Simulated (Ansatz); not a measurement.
**Trial inputs on TePb**

All trials start from this Ansatz input:

```yaml
crystal:
  lattice:
    - [0.0, 3.2708968051, 3.2708968051]
    - [3.2708968051, 0.0, 3.2708968051]
    - [3.2708968051, 3.2708968051, 0.0]
  atoms:
    - { symbol: Te, position: [0.0, 0.0, 0.0] }
    - { symbol: Pb, position: [0.5, 0.5, 0.5] }
basis:
  ecutwfc: 420
kpoints:
  mp_grid: { grid: [4, 4, 4] }
hamiltonian:
  xc: pbe
scf:
  occupations: { method: gaussian, width: 0.1 }
output:
  forces: true
  stress: true
  eigenvalues: true
```

Command:

```bash
ansatz run input.yaml --threads 1 --pin off --max-ram 1331MiB --backend cpu --events-out ev --progress --plain --runs-dir out
```

The run converges in 6 SCF iterations on 8 irreducible k-points: pressure 0.50 GPa, gap on the sampled k-points 0.80 eV.

These settings were drawn at random to show what each does; none of the numbers is a converged property of the crystal. Each trial's input is given as a difference from the reference's; energies are extrapolated to zero smearing where there is one, and pressure is positive in compression.

Trial 1:

```diff
 crystal:
   lattice:
-    - [0.0, 3.2708968051, 3.2708968051]
-    - [3.2708968051, 0.0, 3.2708968051]
-    - [3.2708968051, 3.2708968051, 0.0]
+    - [0.0, 3.2255693101, 3.2255693101]
+    - [3.2255693101, 0.0, 3.2255693101]
+    - [3.2255693101, 3.2255693101, 0.0]
 basis:
-  ecutwfc: 420
+  ecutwfc: "24 Ry"
+  ecutrho_ratio: 2.5
 kpoints:
-  mp_grid: { grid: [4, 4, 4] }
+  mp_grid: { grid: [1, 1, 1] }
 scf:
-  occupations: { method: gaussian, width: 0.1 }
+  occupations: { method: fermi_dirac, width: "600 K" }
+  max_iter: 84
 output:
+  populations: true
```

The program refuses the input:

```text
Error: YAML parse error: error: line 11 column 18: invalid u32
```

Next try, with these keys changed back:

```diff
 basis:
-  ecutrho_ratio: 2.5
```

The run converges in 8 SCF iterations on 1 irreducible k-point: energy 2.83 eV per atom above the reference, pressure 26.46 GPa, gap on the sampled k-points 5.13 eV. It warns that the cutoff lies under the recommended one, 420 eV for these potentials.

Trial 2 (volume scaled):

```diff
 crystal:
   lattice:
-    - [0.0, 3.2708968051, 3.2708968051]
-    - [3.2708968051, 0.0, 3.2708968051]
-    - [3.2708968051, 3.2708968051, 0.0]
+    - [0.0, 3.5970851864, 3.5970851864]
+    - [3.5970851864, 0.0, 3.5970851864]
+    - [3.5970851864, 3.5970851864, 0.0]
 hamiltonian:
-  xc: pbe
+  xc: lda
 scf:
-  occupations: { method: gaussian, width: 0.1 }
+  occupations: { method: fixed }
+  eigensolver: { mixed_precision: false }
+  convergence: { dr2_threshold: "1e-5 eV" }
+  max_iter: 68
```

The run converges in 6 SCF iterations on 8 irreducible k-points: pressure -7.72 GPa, gap on the sampled k-points 0.91 eV. It warns that the SCF threshold is loose for the forces; that the SCF threshold is loose for the stress.

Trial 3:

```diff
 basis:
-  ecutwfc: 420
+  ecutwfc: "17 Ha"
+  ecutrho_ratio: 8
 scf:
+  mixing: { beta: 0.81 }
+  max_iter: 88
```

The run converges in 6 SCF iterations on 8 irreducible k-points: energy 0.56 meV per atom below the reference, pressure 0.50 GPa, gap on the sampled k-points 0.80 eV.

Trial 4:

```diff
 scf:
+  lower_state_search: "off"
 output:
+  populations: true
+magnetization:
+  spin_polarized: true
+  initial_magnetization: 6.0
```

The run converges in 15 SCF iterations on 8 irreducible k-points: the reference's energy to 0.01 meV per atom, pressure 0.50 GPa, gap on the sampled k-points 0.80 eV, cell moment 0.00 μB. It warns that the starting moments were lost.

Trial 5:

```diff
 kpoints:
-  mp_grid: { grid: [4, 4, 4] }
+  mp_grid: { grid: [2, 3, 1] }
 scf:
+  max_iter: 15
+  convergence: { dr2_threshold: "1e-18 eV" }
 output:
-  forces: true
+  forces: false
```

The run converges in 15 SCF iterations on 4 irreducible k-points: energy 1.16 eV per atom above the reference, pressure 9.12 GPa, gap on the sampled k-points 0.69 eV. It warns that the mesh lowers the symmetry.

Trial 6 (atoms moved):

```diff
 crystal:
   atoms:
-    - { symbol: Te, position: [0.0, 0.0, 0.0] }
-    - { symbol: Pb, position: [0.5, 0.5, 0.5] }
+    - { symbol: Te, position: [-0.0783684207, -0.0013534173, 0.0387722737] }
+    - { symbol: Pb, position: [0.4287753547, 0.5565674555, 0.4836149497] }
 scf:
+  self_checks: high
```

The run converges in 6 SCF iterations on 36 irreducible k-points: energy 1.26 meV per atom above the reference, pressure 1.16 GPa, largest force 0.138 eV/Å, gap on the sampled k-points 0.89 eV.

Trial 7 (Cartesian positions):

```diff
 crystal:
   atoms:
-    - { symbol: Pb, position: [0.5, 0.5, 0.5] }
+    - { symbol: Pb, position: [3.2709, 3.2709, 3.2709] }
 scf:
+  max_iter: 80
+  convergence: { dr2_threshold: "1e-4 eV" }
```

The run converges in 6 SCF iterations on 13 irreducible k-points: energy 797 meV per atom above the reference, pressure 16.18 GPa, largest force 1.270 eV/Å, no gap. It warns that the SCF threshold is loose for the forces; that the SCF threshold is loose for the stress.

Trial 8 (strained):

```diff
 crystal:
   lattice:
-    - [0.0, 3.2708968051, 3.2708968051]
-    - [3.2708968051, 0.0, 3.2708968051]
-    - [3.2708968051, 3.2708968051, 0.0]
+    - [0.0623844451, 3.4699561319, 3.5548516305]
+    - [3.4405891976, 0.3190561189, 3.2981799566]
+    - [3.7435500219, 3.5162452824, 0.0160952946]
 scf:
-  occupations: { method: gaussian, width: 0.1 }
+  occupations: { method: tetrahedron_uncorrected }
```

The run converges in 6 SCF iterations on 36 irreducible k-points: energy 117 meV per atom above the reference, pressure -3.53 GPa, gap on the sampled k-points 0.13 eV. It warns that the printed bands weren't solved further after the SCF.